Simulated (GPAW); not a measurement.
# GaN (F-43m) in GPAW: notebook

The runs below take GaN through equation of state, with revTPSS, optPBE-vdW.

Program: GPAW 26.7.0. These are calculated values, not measurements. Logs are shortened: lines on timing, memory, paths and dates and some standing lists are left out, and cuts for length are marked. The log counts tension as positive stress, the text compression.

## 1. The structure

The structure is cubic, space group F-43m (No. 216). The conventional cell has a = 4.507 Å, b = 4.507 Å, c = 4.507 Å, α = 90.00°, β = 90.00°, γ = 90.00°. Ga (site symmetry -43m) is surrounded by 4 N at 1.95 Å. Around N (site symmetry -43m) lie 4 Ga at 1.95 Å.

The cell is a database's computed one.

## 2. Equation of state, revTPSS

File run.py:

```python
from ase import Atoms
from ase.eos import EquationOfState
from ase.io import Trajectory
from ase.units import GPa
from gpaw import GPAW, PW

atoms = Atoms(['Ga', 'N'],
              cell=[[0.0, 2.2535006075, 2.2535006075],
                    [2.2535006075, 0.0, 2.2535006075],
                    [2.2535006075, 2.2535006075, 0.0]],
              scaled_positions=[[0.0, 0.0, 0.0],
                                [0.25, 0.25, 0.25]],
              pbc=True)

traj = Trajectory('eos.traj', 'w')
volumes, energies = [], []
for x in [0.94, 0.96, 0.98, 1.0, 1.02, 1.04, 1.06]:
    a = atoms.copy()
    a.set_cell(atoms.cell * x**(1 / 3), scale_atoms=True)
    calc = GPAW(mode=PW(800),
                xc='MGGA_X_REVTPSS+MGGA_C_REVTPSS',
                kpts={'size': (10, 10, 10), 'gamma': True},
                occupations={'name': 'fermi-dirac', 'width': 0.05},
                nbands=11,
                convergence={'density': 1e-05, 'energy': 1e-05},
                eigensolver='davidson',
                maxiter=150,
                txt=f'eos-{x:.2f}.txt')
    a.calc = calc
    energies.append(a.get_potential_energy(force_consistent=True))
    volumes.append(a.get_volume())
    p = -a.get_stress()[:3].mean() / GPa
    calc.write(f'eos-{x:.2f}.gpw')
    traj.write(a)
    print(f'{x:.2f} {volumes[-1]:10.4f} A^3 {energies[-1]:14.6f} eV {p:9.3f} GPa', flush=True)

v0, e0, B = EquationOfState(volumes, energies, eos='birchmurnaghan').fit()
print(f'V0 = {v0:.4f} A^3, E0 = {e0:.6f} eV, B0 = {B / GPa:.2f} GPa')
```

Potentials or basis: GPAW PAW data sets (gpaw-data 1.2.1), pw.

On the command line:

```
$ OMP_NUM_THREADS=1 python run.py
```

The log of the run:

```text
__  _  _
 | _ |_)|_||  |
 |__||  | ||/\| - 26.7.0

Input parameters:
  mode=PW(ecut=800.0),
  convergence={'density': 1e-05, 'energy': 1e-05},
  eigensolver=Davidson(niter=2),
  kpts=MonkhorstPack(size=(10, 10, 10), gamma=True),
  maxiter=150,
  nbands=11,
  occupations=Occupations(name='fermi-dirac', width=0.05),
  xc=XC(name='MGGA_X_REVTPSS+MGGA_C_REVTPSS')

Diagonalizing LCAO Hamiltonian
Converting LCAO to pw mode

           N
       Ga

Atoms  # Å, Bohr magnetons
|   | symbol |        x |        y |        z |    initial magnetic moments |
|---|--------|----------|----------|----------|-----------------------------|
| 0 |     Ga | 0.000000 | 0.000000 | 0.000000 | ( 0.0000,  0.0000,  0.0000) |
| 1 |      N | 1.103749 | 1.103749 | 1.103749 | ( 0.0000,  0.0000,  0.0000) |

Unit cell  # Å
| periodic |        x |        y |        z |  lengths |    angles |
|----------|----------|----------|----------|----------|-----------|
|      yes | 0.000000 | 2.207498 | 2.207498 | 3.121873 | 60.000000 |
|      yes | 2.207498 | 0.000000 | 2.207498 | 3.121873 | 60.000000 |
|      yes | 2.207498 | 2.207498 | 0.000000 | 3.121873 | 60.000000 |

Number of symmetries: 24
Symmetry operations  # r_c * U_cc + t_c -> r_c
|    | kind |            matrix            |
|----|------|------------------------------|
|  0 |  E   |  1, 0, 0,  0, 1, 0,  0, 0, 1 |
|  1 |  σ   |  1, 0, 0,  0, 0, 1,  0, 1, 0 |
|  2 |  σ   |  1, 0,-1,  0, 1,-1,  0, 0,-1 |
|  3 |  C3  |  1, 0,-1,  0, 0,-1,  0, 1,-1 |
|  4 |  C3  |  1,-1, 0,  0,-1, 1,  0,-1, 0 |
|  5 |  σ   |  1,-1, 0,  0,-1, 0,  0,-1, 1 |
|  6 |  σ   |  0, 1, 0,  1, 0, 0,  0, 0, 1 |
|  7 |  C3  |  0, 1, 0,  0, 0, 1,  1, 0, 0 |
|  8 |  C2  |  0, 1,-1,  1, 0,-1,  0, 0,-1 |
|  9 |  S4  |  0, 1,-1,  0, 0,-1,  1, 0,-1 |
| 10 |  C3  |  0, 0, 1,  1, 0, 0,  0, 1, 0 |
| 11 |  σ   |  0, 0, 1,  0, 1, 0,  1, 0, 0 |
| 12 |  S4  |  0, 0,-1,  1, 0,-1,  0, 1,-1 |
| 13 |  C3  |  0, 0,-1,  0, 1,-1,  1, 0,-1 |
| 14 |  S4  |  0,-1, 1,  1,-1, 0,  0,-1, 0 |
| 15 |  C2  |  0,-1, 1,  0,-1, 0,  1,-1, 0 |
| 16 |  C3  |  0,-1, 0,  1,-1, 0,  0,-1, 1 |
| 17 |  S4  |  0,-1, 0,  0,-1, 1,  1,-1, 0 |
| 18 |  S4  | -1, 1, 0, -1, 0, 1, -1, 0, 0 |
| 19 |  C3  | -1, 1, 0, -1, 0, 0, -1, 0, 1 |
| 20 |  C3  | -1, 0, 1, -1, 1, 0, -1, 0, 0 |
| 21 |  S4  | -1, 0, 1, -1, 0, 0, -1, 1, 0 |
| 22 |  σ   | -1, 0, 0, -1, 1, 0, -1, 0, 1 |
| 23 |  C2  | -1, 0, 0, -1, 0, 1, -1, 1, 0 |

BZ-sampling:
  Number of BZ points: 1000
  Number of IBZ points: 47

  Monkhorst-Pack size: [10, 10, 10]
  Monkhorst-Pack shift: [0.05, 0.05, 0.05]

K-points  # in reciprocal-cell coordinates
|     |                                coordinates |     weight |
|-----|--------------------------------------------|------------|
|   0 | (  0.00000000,   0.00000000,   0.00000000) | 0.00100000 |
|   1 | (  0.10000000,   0.10000000,   0.00000000) | 0.00600000 |
|   2 | (  0.10000000,   0.10000000,   0.10000000) | 0.00800000 |
|   3 | (  0.20000000,   0.10000000,   0.10000000) | 0.01200000 |
|   4 | (  0.20000000,   0.20000000,   0.00000000) | 0.00600000 |
|   5 | (  0.20000000,   0.20000000,   0.10000000) | 0.02400000 |
|   6 | (  0.20000000,   0.20000000,   0.20000000) | 0.00800000 |
|   7 | (  0.30000000,   0.20000000,   0.10000000) | 0.02400000 |
|   8 | (  0.30000000,   0.20000000,   0.20000000) | 0.02400000 |
|   9 | (  0.30000000,   0.30000000,   0.00000000) | 0.00600000 |
| ... |                                            |            |
|  46 | (  0.50000000,   0.50000000,   0.50000000) | 0.00400000 |

Plane wave coefficients: 1117
Cutoff: 800.0 eV

Spin-components: 1 (collinear spins)
Bands:           11
Projectors:      10
Spin-degeneracy: 2
Datatype:        complex128

Parallelization:
  kpt:    1
  domain: 1
  band:   1

Density:
  Valence electrons: 8.0
  Components: 1
  Grid points: [21 21 21]
  Charge: 0.0  # |e|

Potential:
  Grid points: [21 21 21]

species:
  Ga:
    name:    Gallium
    Z:       31.0
    valence: 3
    core:    28
    charge:  0.0  # [|e|]
    compensation charges:
      type: gauss
      rc: 0.37  # [Å]
      lmax: 2
    cutoffs:
      filter: 2.06  # [Å]
      core: 4.17  # [Å]
    projectors
    | kind |    occ | energy [eV] | rcut [Å] |
    |------|--------|-------------|----------|
    |   4s |  2.000 |      -8.945 |    1.164 |
    |   4p |  1.000 |      -2.580 |    1.164 |
    |    s |        |      18.266 |    1.164 |
    |    p |        |      24.631 |    1.164 |
    |    d |        |       0.000 |    1.164 |

    Using partial waves for Ga as LCAO basis

  N:
    name:    Nitrogen
    Z:       7.0
    valence: 5
    core:    2
    charge:  0.0  # [|e|]
    compensation charges:
      type: gauss
      rc: 0.18  # [Å]
      lmax: 2
    cutoffs:
      filter: 1.11  # [Å]
      core: 0.96  # [Å]
    projectors
    | kind |    occ | energy [eV] | rcut [Å] |
    |------|--------|-------------|----------|
    |   2s |  2.000 |     -18.583 |    0.603 |
    |   2p |  3.000 |      -7.089 |    0.529 |
    |    s |        |       8.629 |    0.603 |
    |    p |        |      20.123 |    0.529 |
    |    d |        |       0.000 |    0.577 |

    Using partial waves for N as LCAO basis

Reference energy: -54366.393033  # eV

eigensolver:
  Davidson
  Converge bands: occupied
  niter=2

density mixing:
  MSR1-Mixer
  Pratt-step length: 0.05
  Maximum mixing coefficient: 0.75
  Old densities: 10
  SVD Regularization: 0.005
  Good broyden scale: 1.0
  Trust region scale: 1.0
  Backstep threshold: 4.0
  History deletion threshold: 6.0
  Fourier metric: weight=20.0, sigma=0.015

occupation numbers:
  Fermi-Dirac:
    width: 0.0500  # eV

poisson solver:
  ecut: 6400.0  # eV

xc functional:
  name: MGGA_X_REVTPSS+MGGA_C_REVTPSS with 2 nearest neighbor stencil

convergence criteria:
- Maximum integral of absolute [dens]ity change: 1e-05 electrons / valence electron
- Maximum [total energy] change in last 3 cyles: 1e-05 eV / valence electron
- Maximum integral of absolute [eigenst]ate change: 4e-08 eV^2 / valence electron
maximum number of iterations: 150

SCF iterations
|iter     | |      energy | eigst |  dens |
|---------|-|-------------|-------|-------|
|iter:   1| |   66.757579 | +1.87 |       |
|iter:   2| |   -3.223228 | +1.34 | -0.46 |
|iter:   3| |   -8.900738 | +0.03 | -0.61 |
|iter:   4| |   -7.994707 | -1.86 | -0.54 |
|iter:   5| |   -6.766815 | -0.85 | -0.61 |
|iter:   6| |   -7.356554 | -0.55 | -0.94 |
|iter:   7| |   -9.902447 | -0.65 | -0.89 |
|iter:   8| |  -10.832343 | -1.27 | -0.52 |
|iter:   9| |  -10.777991 | -2.35 | -0.43 |
|iter:  10| |   -6.524188 | -0.34 | -0.42 |
|iter:  11| |   -6.661370 | -0.62 | -0.79 |
|iter:  12| |   -6.735837 | -1.27 | -1.27 |
|iter:  13| |   -6.745126 | -2.97 | -2.18 |
|iter:  14| |   -6.745463 | -4.15 | -2.51 |
|iter:  15| |   -6.745465 | -5.23 | -3.37 |
|iter:  16| |   -6.745467c| -6.44 | -3.83 |
|iter:  17| |   -6.745467c| -7.70c| -4.63 |
|iter:  18| |   -6.745467c| -8.86c| -5.33c|

Converged in 18 steps
Energy contributions relative to reference atoms: (reference = -54366.393033)

Energy contributions:
  Kinetic:          41.247614
  Coulomb:         -35.662886
  Zero:              0.142341
  External:          0.000000
  Xc:              -12.472535
  Entropy:          -0.000000
  Spinorbit:         0.000000
  ----------------------------
  Free energy:      -6.745467
  Extrapolated:     -6.745467

dipole moment: (-12.367668, -12.367668, -12.367668)  # |e|*Ang

Fermi level: 8.199
Eigenvalues  # (at kpt = [0.000, 0.000, 0.000])
| band index |      eig [eV] | occ [0-2] |
|------------|---------------|-----------|
|          0 |        -9.781 |     2.000 |
|          1 |         7.073 |     2.000 |
|          2 |         7.073 |     2.000 |
|          3 |         7.073 |     2.000 |
|          4 |         9.089 |     0.000 |
|          5 |        18.111 |     0.000 |
|          6 |        18.111 |     0.000 |
|          7 |        18.111 |     0.000 |
|          8 |        25.462 |     0.000 |
|          9 |        25.889 |     0.000 |
|         10 |        25.925 |     0.000 |

Gap: 2.016 eV
Transition (v -> c):
  (s=0, k=0, n=3, [0.00, 0.00, 0.00]) -> (s=0, k=0, n=4, [0.00, 0.00, 0.00])
No difference between direct/indirect transitions

Stress tensor  # eV/Ang^3
|         x |         y |         z |
|-----------|-----------|-----------|
| -0.166638 |  0.000000 |  0.000000 |
|  0.000000 | -0.166638 |  0.000000 |
|  0.000000 |  0.000000 | -0.166638 |

# Writing to eos-0.94.gpw (mode='')
```

It took 4.5 min on 1 thread of Intel Xeon 6975P-C (Granite Rapids), shared host; peak memory 0.49 GiB.

What came out:

| Property | Result |
| --- | --- |
| Equilibrium volume | 12.00 Å³/atom (rough: see the caveat) |
| Bulk modulus | 196 GPa (rough) |

Energy against volume, from the lowest point:
| volume (Å³/atom) | energy (meV/atom) |
| --- | --- |
| 10.757 | 95.64 |
| 10.986 | 61.07 |
| 11.215 | 35.07 |
| 11.444 | 16.59 |
| 11.673 | 4.88 |
| 11.902 | 0.02 |
| 12.131 | 0.00 |

Caveat: the data sets keep Ga 3d, Li 1s and Be 1s frozen, and some such compounds lay over 1.5 % in volume off other programs; the points scatter about the fit; the PAW data sets were made with another functional, which shifts forces and pressure a little.

## 3. Equation of state, optPBE-vdW

File run.py:

```python
from ase.eos import EquationOfState
from ase.io import Trajectory, read
from ase.units import GPa
from gpaw import GPAW, PW

atoms = read('GaN.xyz')

traj = Trajectory('eos.traj', 'w')
volumes, energies = [], []
for x in [0.94, 0.96, 0.98, 1.0, 1.02, 1.04, 1.06]:
    a = atoms.copy()
    a.set_cell(atoms.cell * x**(1 / 3), scale_atoms=True)
    calc = GPAW(mode=PW(800),
                xc={'name': 'optPBE-vdW', 'backend': 'libvdwxc'},
                kpts={'size': (10, 10, 10), 'gamma': True},
                occupations={'name': 'fermi-dirac', 'width': 0.05},
                nbands=11,
                convergence={'density': 1e-05, 'energy': 1e-05},
                maxiter=150,
                txt=f'eos-{x:.2f}.txt')
    a.calc = calc
    energies.append(a.get_potential_energy(force_consistent=True))
    volumes.append(a.get_volume())
    calc.write(f'eos-{x:.2f}.gpw')
    traj.write(a)
    print(f'{x:.2f} {volumes[-1]:10.4f} A^3 {energies[-1]:14.6f} eV', flush=True)

v0, e0, B = EquationOfState(volumes, energies, eos='birchmurnaghan').fit()
print(f'V0 = {v0:.4f} A^3, E0 = {e0:.6f} eV, B0 = {B / GPa:.2f} GPa')
```

File GaN.xyz:

```xyz
2
Lattice="0.0000000000 2.2535006075 2.2535006075 2.2535006075 0.0000000000 2.2535006075 2.2535006075 2.2535006075 0.0000000000" Properties=species:S:1:pos:R:3 pbc="T T T"
Ga     0.0000000000      0.0000000000      0.0000000000
N      1.1267503038      1.1267503038      1.1267503038
```

Potentials or basis: GPAW PAW data sets (gpaw-data 1.2.1), pw.

On the command line:

```
$ OMP_NUM_THREADS=1 python run.py
```

It took 65 s on 1 thread of Intel Xeon 6975P-C (Granite Rapids), shared host; peak memory 0.29 GiB.

The run converged. Its results:

* Equilibrium volume: 12.31 Å³/atom (rough: see the caveat)
* Bulk modulus: 172 GPa (rough)

Energy against volume, from the lowest point:
```csv
volume (Å³/atom),energy (meV/atom)
10.757,135.72
10.986,94.07
11.215,61.26
11.444,36.24
11.673,18.21
11.902,6.09
12.131,0.00
```

Caveat: the data sets keep Ga 3d, Li 1s and Be 1s frozen, and some such compounds lay over 1.5 % in volume off other programs; the minimum lies outside the volumes run; the PAW data sets were made with another functional, which shifts forces and pressure a little.
